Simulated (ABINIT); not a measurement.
Runs of ABINIT 10.8.3 (patched build) on TiC. Symmetry: Fm-3m, No. 225, cubic system. Conventional cell: a = 4.331 Å, b = 4.331 Å, c = 4.331 Å, α = 90.00°, β = 90.00°, γ = 90.00°. Around Ti (site symmetry m-3m) lie 6 C at 2.17 Å. C (site symmetry m-3m) is surrounded by 6 Ti at 2.17 Å. The cell is a database's computed one.

| task | level | potentials or basis | cell | k mesh | cutoff (eV) | bands in the sums | broadening (eV) | scissor shift (eV) | tensor components | cell freedom (optcell) | gap on the mesh (eV) | pressure (GPa) | relaxed volume (Å³/atom) |
| --- | --- | --- | --- | --- | --- | --- | --- | --- | --- | --- | --- | --- | --- |
| optical spectrum | PBEsol | PseudoDojo NC SR PBEsol v0.4.1 standard | as given | 8 × 8 × 8, with 4 shifts | 1034 | 14 | 0.1 | 0 | [11] | - | - | -6.9 | - |
| single point | LDA | PseudoDojo NC SR LDA v0.4 stringent | as given | 8 × 8 × 8 | 1034 | - | - | - | - | - | none | (b) | - |
| single point | PBEsol | PseudoDojo NC SR PBEsol v0.4.1 standard | as given | 8 × 8 × 8 | 1143 | - | - | - | - | - | none | -6.5 | - |
| relaxation of cell and atoms | LDA | PseudoDojo NC SR LDA v0.4.1 standard | relaxed | 8 × 8 × 8 | 1143 | - | - | - | - | 2 | none | 0.0 | (a) |
| relaxation of cell and atoms | PBEsol | PseudoDojo NC SR PBEsol v0.4.1 standard | relaxed | 8 × 8 × 8 | 1143 | - | - | - | - | 2 | none | 0.0 | 9.90 |
| relaxation of cell and atoms | PBEsol | Ansatz PAW PBE generated set soft_1, frozen core | relaxed | 8 × 8 × 8 | 419 | - | - | - | - | 2 | none | 0.0 | 9.89 |
| phonons | PBEsol | PseudoDojo NC SR PBEsol v0.4.1 standard | as given | 6 × 6 × 6, with 4 shifts | 1034 | - | - | - | - | - | - | -6.8 | - |
| single point | PBE | PseudoDojo NC SR PBE v0.4.1 standard | as given | 8 × 8 × 8 | 1143 | - | - | - | - | - | none | 0.3 | - |
| single point | PBEsol | PseudoDojo NC SR PBEsol v0.4.1 standard | as given | 8 × 8 × 8 | 1034 | - | - | - | - | - | none | -6.9 | - |
| relaxation of cell and atoms | PBE | Ansatz NC PBE | relaxed | 8 × 8 × 8 | 1143 | - | - | - | - | 2 | none | 0.0 | 10.17 |
| relaxation of cell and atoms | PBE | PseudoDojo NC SR PBE v0.4.1 standard | relaxed | 8 × 8 × 8 | 1143 | - | - | - | - | 2 | none | 0.0 | 10.17 |

Alike in all rows: no spin polarisation; smearing fermi-dirac 0.05 eV.

Task: Fill in the values left out.

Result: (a) 9.68; (b) -12.6.

Caveats: the intraband (Drude) term is left out (some runs); spectra need much finer meshes, so this one isn't converged (some runs); the PAW data sets were made with another functional, which shifts forces and pressure a little (some runs); the mesh is coarse for a metal's response (some runs); the cell is more than 3 GPa from zero pressure, which shifts response properties (some runs).

A k mesh can miss the band edges.

A gap of «none» marks a metal or a gap under the smearing width.

Not every run made on this cell is shown here.
